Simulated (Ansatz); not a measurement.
The same substitution along the group B, Al, Ga.

Computed with Ansatz on PBE0-D4/def2-TZVP structures; ΔE is electronic, products minus reactants. CBS: MP2 limit from def2 TZ/QZ plus the TZ coupled-cluster correction, frozen cores. Functionals use def2-TZVPP. For Ga outer-core shells are correlated without core-valence functions, which leaves a few kJ/mol of doubt a bond. Scalar relativity is left out up to krypton. One conformer a species, not always the lowest.

| reaction | r2SCAN-D4 (eV) | CCSD(T)/CBS(def2) (eV) |
| --- | --- | --- |
| `CC(C)B(O)O` + `CCCS` → `CCCSC` + `CCB(O)O` | -0.02 | 0.01 |
| `C[CH](C)[Al]([OH])[OH]` + `CCCS` → `CCCSC` + `C[CH2][Al]([OH])[OH]` | -0.08 | -0.06 |
| `C[CH](C)[Ga]([OH])[OH]` + `CCCS` → `CCCSC` + `C[CH2][Ga]([OH])[OH]` | -0.02 | 0.01 |

Largest T1 diagnostic: 0.013, for `C[CH2][Ga]([OH])[OH]`.
